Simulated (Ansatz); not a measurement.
# Ca: the cost of one run

Method: DFT PBE, scalar-relativistic, plane waves, PAW, in Ansatz 0.2.0.

### Step 1. The starting structure

The structure is monoclinic, space group C2/c (No. 15). The conventional cell has a = 8.053 Å, b = 4.803 Å, c = 10.660 Å, α = 90.00°, β = 102.17°, γ = 90.00°. Ca (site symmetry 1) has 1 Ca at 2.18 Å as nearest neighbours.

Structure file:

```
Ca
1.0
     4.02673   -2.40140    0.00000
     4.02673    2.40140    0.00000
    -2.24724    0.00000   10.42028
Ca
4
Direct
  0.96800 0.60200 0.09970
  0.39800 0.03200 0.40030
  0.03200 0.39800 0.90030
  0.60200 0.96800 0.59970
```

This is candidate A: F type (C2/c, No. 15).

(A quick probe on a coarse mesh, which set the mesh and smearing, is not shown.)

### Step 3. A loose first relaxation (candidate A)

Input file input.yaml:

```yaml
crystal:
  lattice:
    - [4.0267302318, -2.4013954837, 0.0]
    - [4.0267302318, 2.4013954837, 0.0]
    - [-2.2472376078, 0.0, 10.420284638]
  atoms:
    - { symbol: Ca, position: [0.968, 0.602, 0.0997] }
    - { symbol: Ca, position: [0.398, 0.032, 0.4003] }
    - { symbol: Ca, position: [0.032, 0.398, 0.9003] }
    - { symbol: Ca, position: [0.602, 0.968, 0.5997] }
basis:
  ecutwfc: 420
kpoints:
  mp_grid: { grid: [4, 4, 2] }
hamiltonian:
  xc: pbe
scf:
  occupations: { method: gaussian, width: 0.1 }
  lower_state_search: "off"
output:
  forces: true
  stress: true
  eigenvalues: true
relax:
  adjacent_minimum: "off"
  f_tol: 0.04
  max_steps: 70
  cell: { stress_tol: 0.4 }
```

What time and memory should one allow on 1 thread of an Arm CPU, shared host?

About 65 s, with a peak of 0.4 GiB.
